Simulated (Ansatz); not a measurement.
Input for Ansatz (plane-wave DFT, PAW):

```yaml
crystal:
  lattice:
    - [2.748956, -0.001652, 0.0]
    - [-0.001652, 2.71306, 0.0]
    - [0.0, 0.0, 3.6191338]
  atoms:
    - { symbol: Cu, position: [0.5, 0.5, 0.5] }
    - { symbol: Au, position: [0.0, 0.0, 0.0] }
basis:
  ecutwfc: 420
kpoints:
  mp_grid: { grid: [14, 14, 10] }
hamiltonian:
  xc: pbe
scf:
  occupations: { method: gaussian, width: 0.1 }
output:
  forces: true
  stress: true
  eigenvalues: true
```

It can be run as
```bash
ansatz run input.yaml --threads 1 --pin off --backend cpu --events-out ev --progress --plain --runs-dir out  # memory cap (--max-ram) not shown
```

These are results of DFT PBE, scalar-relativistic, plane waves, PAW (Ansatz 0.2.0), not measurements.

Part of what the program printed, abridged (final results; tables in files aren't shown):

```
SCF 1 converged in 6 iterations: F = -19774.430281 eV  dr2 = 9.03e-8
SCF converged after 6 iterations
Free energy (F): -19774.430281 eV
Harris-Foulkes:  -19774.430281 eV  (|F-HF|=3.79e-8)
Internal energy: -19774.426748 eV  (E = F + TS)
E sigma→0 (E₀):  -19774.428515 eV
Entropy (-TS):   -0.003533 eV (-1.766 meV/atom)
Fermi energy:    21.039102 eV
--- Per-component energies (eV) ---
  E_band       = -493.369443
  E_kinetic    = 907.599731
  E_local      = -5647.449280  (includes V_loc(G=0)·N_el)
  E_nonlocal   = 467.289264
  E_hartree    = 2495.648514
  E_xc         = -319.080884
  E_vxc        = -392.928498  (∫ρ·V_xc dr)
  E_paw        = -11372.635524  (= ΣΔE_a)
  E_vpaw       = -819.190319  (= ΣTr[D̂ρ^β])
  E_aug_tail   = 0.001622  (compensation charges beyond the density's cutoff)
  E_ewald      = -6305.800191
  E_smearing   = -0.003533  (= −TS)
--- Forces (eV/Å), atoms counted from 1 ---
  atom   1  Cu     0.00000000     0.00000000     0.00000000
  atom   2  Au     0.00000000     0.00000000     0.00000000
--- Stress (GPa, compression-positive) ---
       20.467200       0.039549       0.000000
        0.039549      21.702134       0.000000
        0.000000       0.000000      18.395827
  P = ⅓ Tr σ = 20.1884 GPa (201.884 kbar)
--- Band table (eV; the first three rows and the last of 600) ---
  k-point 0: bands = ["-91.5066", "-85.1778", "-48.9025", "-48.8794", "-48.8787", "-36.6060", "-36.5309", "-36.5257", "10.4157", "13.6732", "13.8563", "16.5364", "16.6477", "17.8370", "17.8422", "18.6524", "19.1942", "19.4471", "19.4595", "22.7760", "29.4885", "31.1482", "31.6771"]
  k-point 1: bands = ["-91.5066", "-85.1778", "-48.9025", "-48.8794", "-48.8787", "-36.6068", "-36.5308", "-36.5257", "10.5432", "13.6979", "13.9027", "16.5662", "16.6769", "17.8038", "17.8593", "18.6117", "19.1686", "19.3599", "19.3676", "22.0377", "30.4077", "31.4050", "31.9292"]
  k-point 2: bands = ["-91.5066", "-85.1778", "-48.9026", "-48.8794", "-48.8787", "-36.6087", "-36.5308", "-36.5257", "10.9097", "13.7645", "14.0320", "16.6523", "16.7610", "17.7014", "17.9223", "18.4897", "19.0969", "19.1228", "19.1322", "20.5259", "32.1394", "32.4471", "32.6514"]
  k-point 599: bands = ["-91.5031", "-85.1589", "-48.9049", "-48.9006", "-48.8983", "-36.7472", "-36.7066", "-36.5728", "13.6637", "14.6541", "14.7451", "17.0745", "17.4478", "17.4802", "17.5896", "18.6252", "19.2465", "19.4077", "26.6484", "26.6644", "26.7338", "27.9389", "28.1644"]
```

The run converged.

Spin–orbit coupling is left out, which can shift energies with elements as heavy as these.